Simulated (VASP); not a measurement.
Crystal: LiCl.

```xyz
2
Lattice="0.0000 2.5421 2.5421 2.5421 0.0000 2.5421 2.5421 2.5421 0.0000" Properties=species:S:1:pos:R:3 pbc="T T T"
Li    0.0000    0.0000    0.0000
Cl    2.5421    2.5421    2.5421
```

The cell is a database's computed one.

* Program: VASP 6.6.1
* Task: relaxation of cell and atoms
* Functional: RPBE
* Potentials or basis: VASP PAW PBE potentials, release 64 (Li_sv, Cl)
* Cutoff: 600 eV
* k mesh: 8 × 8 × 8
* Occupations: gaussian, width 0.02 eV
* Spin: no spin polarisation

At the start: pressure 3.2 GPa; volume 16.43 Å³/atom.

Task: Where does the relaxation end?

Result: Over 4 steps the energy falls by 15.0 meV/atom and the volume is 18.07 Å³/atom (+10.0 %); space group Fm-3m (No. 225, to 0.05 Å).

Step by step:
```tsv
step	energy change (eV)	largest force (eV/Å)	pressure (GPa)	volume (Å³)
1	0.0000	0.0000	3.19	32.86
2	-0.0226	0.0000	1.46	34.44
3	-0.0297	0.0000	-0.25	36.46
4	-0.0300	0.0000	-0.02	36.15
```

Final structure:
```yaml
crystal:
  lattice:
    - [0.00000, 2.62426, 2.62426]
    - [2.62426, 0.00000, 2.62426]
    - [2.62426, 2.62426, 0.00000]
  atoms:
    - { symbol: Li, position: [0.00000, 0.00000, 0.00000] }
    - { symbol: Cl, position: [0.50000, 0.50000, 0.50000] }
```

Caveat: the cutoff is under 1.25 times the usual one of these potentials, so pressure, stress and relaxed cells hold a basis-set (Pulay) error; the PAW data sets were made with another functional, which shifts forces and pressure a little.
